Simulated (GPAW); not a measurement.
The system is Cu.

```
CELL_PARAMETERS angstrom
0.00000 1.80750 1.80750
1.80750 0.00000 1.80750
1.80750 1.80750 0.00000
ATOMIC_POSITIONS crystal
Cu 0.00000 0.00000 0.00000
```

```yaml
Program: GPAW 26.7.0
Task: relaxation of cell and atoms
Functional: PBEsol
Dispersion: D3(BJ)
Potentials_or_basis: PAW data sets generated in the run's folder for this functional
Cutoff: 600 eV
Basis: pw
k_mesh: 13 × 13 × 13
Occupations: fermi-dirac, width 0.05 eV
Spin: no spin polarisation
```

At the start: pressure -11.9 GPa; volume 11.81 Å³/atom.

How do energy, volume and symmetry change on relaxing?

Over 4 steps the energy falls by 33.7 meV/atom and the volume is 10.94 Å³/atom (-7.3 %); space group Fm-3m (No. 225, to 0.05 Å).

The path:
```csv
step,energy change (eV),largest force (eV/Å),pressure (GPa),volume (Å³)
1,0.0000,0.0000,-11.90,11.81
2,-0.0250,0.0000,-6.65,11.37
3,-0.0334,0.0000,0.95,10.89
4,-0.0337,0.0000,-0.06,10.94
```

Final structure:
```yaml
crystal:
  lattice:
    - [0.00000, 1.76222, 1.76222]
    - [1.76222, 0.00000, 1.76222]
    - [1.76222, 1.76222, 0.00000]
  atoms:
    - { symbol: Cu, position: [0.00000, 0.00000, 0.00000] }
```

Caveat: with this Cu data set, volumes or pressures lay over 1.5 % or 2 GPa off other programs in two to four cells of ten; later steps reuse the first step's grids; pairwise dispersion overbinds metals, which lowers pressure and volume.
